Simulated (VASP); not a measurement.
# Te2Mo in VASP: a series of runs

One slab, Te2Mo, is run at these levels: PBE; tasks: single point.

Program: VASP 6.6.1. These are calculated values, not measurements. Logs are shortened: lines on timing, memory, paths and dates and some standing lists are left out, and cuts for length are marked.

## Step 1: The structure

The cell holds a slab with vacuum, 3 atoms: a = 3.518 Å, b = 3.518 Å, c = 15.605 Å, α = 90.00°, β = 90.00°, γ = 120.00°.

## Step 2: Single point, PBE

INCAR

```
PREC = Accurate
ENCUT = 280
EDIFF = 1E-7
ISMEAR = 0
SIGMA = 0.05
LREAL = F
LASPH = T
NELM = 120
ALGO = Normal
ISIF = 2
LWAVE = F
LCHARG = F
LDIPOL = T
IDIPOL = 3
DIPOL = 0.5 0.5 0.500
GGA = PE
NBANDS = 24
LVHAR = T
LVACPOTAV = T
```

KPOINTS

```
regular mesh
0
Gamma
  7 7 1
```

POSCAR

```
Te2Mo
1.0
    3.5182000000      0.0000000000      0.0000000000
   -1.7591000000      3.0468505800      0.0000000000
    0.0000000000      0.0000000000     15.6051888000
Te Mo
2 1
Direct
    0.3333333333      0.6666666667      0.3844874982
    0.3333333333      0.6666666667      0.6155125018
    0.6666666667      0.3333333333      0.5000000000
```

Potentials or basis: VASP PAW PBE potentials, release 64 (Te, Mo_sv).

Started as:

```console
cat potpaw_PBE.64/Te/POTCAR potpaw_PBE.64/Mo_sv/POTCAR > POTCAR
mpirun -np 1 vasp_std > vasp.out
```

OUTCAR:

```text
PREC = Accurate
   ENCUT = 280
   EDIFF = 1E-7
   ISMEAR = 0
   LREAL = F
   LASPH = T
   NELM = 120
   ISIF = 2
   GGA = PE

 Found      8 irreducible k-points:

 Following reciprocal coordinates:
            Coordinates               Weight
  0.000000  0.000000  0.000000      1.000000
  0.142857  0.000000  0.000000      6.000000
  0.285714  0.000000  0.000000      6.000000
  0.428571  0.000000  0.000000      6.000000
  0.142857  0.142857  0.000000      6.000000
  0.285714  0.142857  0.000000     12.000000
   k-points           NKPTS =      8   k-points in BZ     NKDIM =      8   number of bands    NBANDS=     24
   number of dos      NEDOS =    301   number of ions     NIONS =      3
   total plane-waves  NPLWV =  36000
   dimension x,y,z NGX =    20 NGY =   20 NGZ =   90
   dimension x,y,z NGXF=    40 NGYF=   40 NGZF=  180
   ions per type =               2   1
   NGX,Y,Z   is equivalent  to a cutoff of   9.45,  9.45,  9.59 a.u.
   NGXF,Y,Z  is equivalent  to a cutoff of  18.90, 18.90, 19.18 a.u.
 SYSTEM =  unknown system
   PREC   = accura    normal or accurate (medium, high low for compatibility)
   ISTART =      0    job   : 0-new  1-cont  2-samecut
   ICHARG =      2    charge: 1-file 2-atom 10-const
   ISPIN  =      1    spin polarized calculation?
   LNONCOLLINEAR =      F non collinear calculations
   LSORBIT =      F    spin-orbit coupling
   LASPH  =      T    aspherical Exc in radial PAW
   ENCUT  =  280.0 eV  20.58 Ry    4.54 a.u.   4.80  4.80 21.29*2*pi/ulx,y,z
   NELM   =    120;   NELMIN=  2; NELMDL= -5     # of ELM steps
   EDIFF  = 0.1E-06   stopping-criterion for ELM
   LREAL  =      F    real-space projection
   EDIFFG = 0.1E-05   stopping-criterion for IOM
   NSW    =      0    number of steps for IOM
   IBRION =     -1    ionic relax: 0-MD 1-quasi-New 2-CG
   NFREE  =      0    steps in history (QN), initial steepest desc. (CG)
   ISIF   =      2    stress and relaxation
   ISYM   =      2    0-nonsym 1-usesym 2-fastsym
   POTIM  = 0.5000    time-step for ionic-motion
   TEBEG  =    0.0;   TEEND  =   0.0 temperature during run
   PSTRESS=    0.0 pullay stress
   NELECT =      26.0000    total number of electrons
   NUPDOWN=      -1.0000    fix difference up-down
   EMIN   =  10.00;   EMAX   =-10.00  energy-range for DOS
   EFERMI =   0.00;   METHOD = LEGACY
   ISMEAR =     0;   SIGMA  =   0.05  broadening in eV -4-tet -1-fermi 0-gaus
   EFERMI_NEDOS =   21; number of points for ismear=-14 and -15
   IALGO  =     38    algorithm
   IMIX   =      4    mixing-type and parameters
     AMIX     =   0.40;   BMIX     =  1.00
     AMIX_MAG =   1.60;   BMIX_MAG =  1.00
  volume/ion in A,a.u.               =      55.76       376.28
  Fermi-wavevector in a.u.,A,eV,Ry     =   0.880209  1.663353 10.541352  0.774768
  Thomas-Fermi vector in A             =   2.000538
   LORBIT       =      0    0 simple, 1 ext, 2 COOP (PROOUT), +10 PAW based schemes
   GGA     = PE    functional components
   LHFCALC =     F    Hartree Fock is set to
   AEXX    =    0.0000 exact exchange contribution
   IVDW    =     0    specifies the selected vdW correction
   LEPSILON=     F    determine dielectric tensor
   LRPA    =     F    only Hartree local field effects (RPA)
 non-spin polarized calculation
 Gauss-broadening in eV      SIGMA  =   0.05
  energy-cutoff  :      280.00
  volume of cell :      167.28
 maximum number of plane-waves:      1790
 NGX is ok and might be reduce to    20
   NGX =  9   NGY =  9   NGZ = 43

 dipolmoment           0.000000      0.000000      0.000000 electrons x Angstroem

 number of electron      25.9999995 magnetization

 dipolmoment           0.000000      0.000000     -0.000000 electrons x Angstroem

 Free energy of the ion-electron system (eV)
  ---------------------------------------------------
  ext. energy  EPLUGINS =         0.00000000
  ---------------------------------------------------
  free energy    TOTEN  =       -18.00850755 eV

  energy without entropy =      -18.00850755  energy(sigma->0) =      -18.00850755

 E-fermi :   1.0321     XC(G=0):  -5.3710

 val. band max:        0.7424329077   @ k =   0.2857   0.2857   0.0000
 cond. band min:       2.2030545856   @ k =   0.2857   0.2857   0.0000
 fundamental gap:      1.4606216778
 Fermi energy:         1.0321050176

 k-point     1 :       0.0000    0.0000    0.0000
  band No.  band energies     occupation
      1     -59.7251      2.00000
      2     -33.9185      2.00000
      3     -33.7908      2.00000
      4     -33.7908      2.00000
      5     -11.7818      2.00000
      6     -10.8177      2.00000
      7      -4.1336      2.00000
      8      -0.8841      2.00000
      9      -0.7621      2.00000
     10      -0.7621      2.00000
     11       0.0299      2.00000
     12       0.0299      2.00000
     13       0.3811      2.00000
     14       4.0677      0.00000
     15       4.0677      0.00000
     16       4.3607      0.00000
     17       4.3607      0.00000
     18       4.9661      0.00000
     19       5.6444      0.00000
     20       6.7249      0.00000
     21       7.4478      0.00000
     22       9.0562      0.00000
     23       9.5318      0.00000
     24      10.0893      0.00000

 k-point     2 :       0.1429    0.0000    0.0000
  band No.  band energies     occupation
      1     -59.7232      2.00000
      2     -33.9130      2.00000
      3     -33.8157      2.00000
      4     -33.7966      2.00000
      5     -11.4986      2.00000
      6     -10.6215      2.00000
      7      -3.8305      2.00000
      8      -1.3603      2.00000
      9      -1.3460      2.00000
     10      -0.5295      2.00000
     11      -0.3152      2.00000
     12       0.1237      2.00000
     13       0.3387      2.00000
     14       3.1342      0.00000
     15       3.2422      0.00000
     16       3.8061      0.00000
     17       4.2758      0.00000
     18       5.3440      0.00000
     19       5.9863      0.00000
     20       7.1674      0.00000
     21       8.2285      0.00000
     22       9.2250      0.00000
     23       9.2964      0.00000
     24       9.7610      0.00000

 k-point     3 :       0.2857    0.0000    0.0000
  band No.  band energies     occupation
      1     -59.7191      2.00000
      2     -33.9007      2.00000
      3     -33.8710      2.00000
      4     -33.8096      2.00000
      5     -10.7379      2.00000
      6     -10.1003      2.00000
      7      -3.3254      2.00000
      8      -2.5648      2.00000
      9      -2.3903      2.00000
     10      -0.9416      2.00000
     11      -0.4142      2.00000
     12      -0.0246      2.00000
     13       0.0439      2.00000
     14       2.3645      0.00000
     15       2.9176      0.00000
     16       3.3258      0.00000
     17       4.5443      0.00000
     18       6.1474      0.00000
     19       6.8449      0.00000
     20       7.3120      0.00000
     21       7.8148      0.00000
     22       7.8887      0.00000
     23       8.8562      0.00000
     24       9.8893      0.00000

 k-point     4 :       0.4286    0.0000    0.0000
  band No.  band energies     occupation
      1     -59.7157      2.00000
      2     -33.9149      2.00000
      3     -33.8908      2.00000
      4     -33.8200      2.00000
      5      -9.8962      2.00000
      6      -9.5501      2.00000
      7      -4.3525      2.00000
      8      -3.5323      2.00000
      9      -2.4807      2.00000
     10      -1.3541      2.00000
     11      -0.7332      2.00000
     12       0.0322      2.00000
     13       0.5569      2.00000
     14       2.4161      0.00000
     15       2.5877      0.00000
     16       4.0867      0.00000
     17       4.6392      0.00000
     18       5.2883      0.00000
     19       6.8619      0.00000
     20       7.2312      0.00000
     21       7.7766      0.00000
     22       8.3036      0.00000
     23       9.1823      0.00000
     24       9.1946      0.00000

 k-point     5 :       0.1429    0.1429    0.0000
  band No.  band energies     occupation
      1     -59.7202      2.00000
      2     -33.9041      2.00000
      3     -33.8523      2.00000
      4     -33.8095      2.00000
      5     -10.9735      2.00000
      6     -10.2595      2.00000
      7      -3.3565      2.00000
      8      -2.1891      2.00000
      9      -1.8514      2.00000
     10      -1.3014      2.00000
     11      -0.4192      2.00000
     12       0.1877      2.00000
     13       0.2465      2.00000
     14       2.3893      0.00000
     15       2.8765      0.00000
     16       2.9460      0.00000
     17       4.3971      0.00000
     18       5.9455      0.00000
     19       6.6307      0.00000
     20       7.7488      0.00000
     21       8.5824      0.00000
     22       9.0799      0.00000
     23       9.3936      0.00000
     24       9.9158      0.00000

 k-point     6 :       0.2857    0.1429    0.0000
  band No.  band energies     occupation
      1     -59.7164      2.00000
      2     -33.8949      2.00000
      3     -33.8930      2.00000
      4     -33.8281      2.00000
      5     -10.1348      2.00000
      6      -9.6938      2.00000
      7      -3.6876      2.00000
      8      -3.0166      2.00000
      9      -2.4359      2.00000
     10      -1.7365      2.00000
     11      -0.9127      2.00000
     12      -0.3640      2.00000
     13       0.4841      2.00000
     14       2.2635      0.00000
     15       2.6399      0.00000
     16       3.2624      0.00000
     17       4.4417      0.00000
     18       6.5068      0.00000
     19       7.1175      0.00000
     20       7.5042      0.00000
     21       8.5564      0.00000
     22       8.8136      0.00000
     23       9.1054      0.00000
     24       9.5565      0.00000

 [... further k-points ...]

------------------------ aborting loop because EDIFF is reached ----------------------------------------

  FORCE on cell =-STRESS in cart. coord.  units (eV):
  Direction    XX          YY          ZZ          XY          YZ          ZX
  --------------------------------------------------------------------------------------
  -------------------------------------------------------------------------------------
  Total        1.0648167      1.0648167      0.9702618      0.0000000      0.0000000     -0.0000000
  in kB       10.1986983     10.1986984      9.2930615      0.0000000      0.0000000     -0.0000000
  external PRESSURE =       9.8968194 kB  Pullay stress =       0.0000000 kB

 VOLUME and BASIS-vectors are now :
 -----------------------------------------------------------------------------
  energy-cutoff  :      280.00
  volume of cell :      167.28
      direct lattice vectors                 reciprocal lattice vectors
     3.518200000  0.000000000  0.000000000     0.284236257  0.164103879  0.000000000
    -1.759100000  3.046850580  0.000000000     0.000000000  0.328207759  0.000000000
     0.000000000  0.000000000 15.605188800     0.000000000  0.000000000  0.064081250

 POSITION                                       TOTAL-FORCE (eV/Angst)
 -----------------------------------------------------------------------------------
     -0.00000      2.03123      6.00000         0.000000      0.000000     -0.286052
     -0.00000      2.03123      9.60519        -0.000000      0.000000      0.286052
      1.75910      1.01562      7.80259        -0.000000      0.000000      0.000000
 -----------------------------------------------------------------------------------
    total drift:                               -0.000002      0.000001      0.000000

  FREE ENERGIE OF THE ION-ELECTRON SYSTEM (eV)
  ---------------------------------------------------
  free  energy   TOTEN  =       -18.0085075544 eV

  energy  without entropy=      -18.0085075544  energy(sigma->0) =      -18.00850755

 vacuum level on the upper side and lower side of the slab         5.762         5.762
```

It took 11 s on 1 thread of Intel Xeon 6975P-C (Granite Rapids), shared host; peak memory 0.17 GiB.

The run converged, but some of its settings lie outside the range that counts as converged, so its numbers aren't taken as properties of the slab.

What came out:

```yaml
Free_energy: -18.0085 eV
Largest_force: 0.286 eV/Å
Band_gap_on_the_k_mesh: 1.46 eV, direct
Ionisation_potential_of_the_upper_face: 5.02 eV
```

Caveat: the cutoff is under 1.25 times the usual one of these potentials, so pressure, stress and relaxed cells hold a basis-set (Pulay) error; spin-orbit coupling is left out, which moves the levels of the heavy elements.

## Step 3: Single point, PBE

This run uses another cell than the first one, of 34.32 Å³/atom, 0.616 times its volume.

INCAR

```
PREC = Accurate
ENCUT = 460
EDIFF = 1E-7
ISMEAR = 0
SIGMA = 0.05
LREAL = F
LASPH = T
NELM = 120
ALGO = Normal
ISIF = 2
LWAVE = F
LCHARG = F
GGA = PE
NBANDS = 24
LVHAR = T
LVACPOTAV = T
IDIPOL = 3
```

KPOINTS is that of step 2.

POSCAR

```
Te2Mo
1.0
    3.5182000000      0.0000000000      0.0000000000
   -1.7591000000      3.0468505800      0.0000000000
    0.0000000000      0.0000000000      9.6051888000
Te Mo
2 1
Direct
    0.3333333333      0.6666666667      0.3123311850
    0.3333333333      0.6666666667      0.6876688150
    0.6666666667      0.3333333333      0.5000000000
```

Potentials or basis: VASP PAW PBE potentials, release 64 (Te, Mo_sv).

Started as:

```console
cat potpaw_PBE.64/Te/POTCAR potpaw_PBE.64/Mo_sv/POTCAR > POTCAR
mpirun -np 1 vasp_std > vasp.out
```

Wall time 11 s (1 thread of Intel Xeon 6975P-C (Granite Rapids), shared host); peak memory 0.22 GiB.

These settings aren't checked as converged: the numbers below hold their error.

What came out:

| Item | Value |
| --- | --- |
| Free energy | -17.9849 eV |
| Largest force | 0.274 eV/Å |
| Band gap on the k mesh | 1.46 eV, direct |

Caveat: spin-orbit coupling is left out, which moves the levels of the heavy elements.
